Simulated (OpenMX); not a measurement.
Crystal: Hf.

```
Hf
1.0
     3.19670    0.00000    0.00000
    -1.59835    2.76842    0.00000
     0.00000    0.00000    5.05780
Hf
2
Direct
  0.66667 0.33333 0.75000
  0.33333 0.66667 0.25000
```

Base run:

- Program: OpenMX 3.8.5
- Functional: PBE
- Dispersion: D3
- Potentials or basis: OpenMX 2013 PBE set, Hf7.0-s3p2d2f1, grid cutoff 400 Ry
- k mesh: 11 × 11 × 5
- Occupations: fermi-dirac, width 0.05 eV
- Spin: no spin polarisation

Its results: pressure -3.2 GPa; largest force 0.010 eV/Å.

**Question.** The run is repeated on the same cell with these changes: dispersion from D3 to none; potentials or basis from OpenMX 2013 PBE set, Hf7.0-s3p2d2f1, grid cutoff 400 Ry to OpenMX 2013 PBE set, Hf7.0-s3p2d2, grid cutoff 400 Ry. What comes out?

**Answer.** Pressure 0.8 GPa; largest force 0.009 eV/Å.

Caveats: the basis of atomic orbitals isn't converged, which shifts pressures, moduli and gaps; pairwise dispersion overbinds metals, which lowers pressure and volume (some runs).

Not every run made on this cell is shown here.
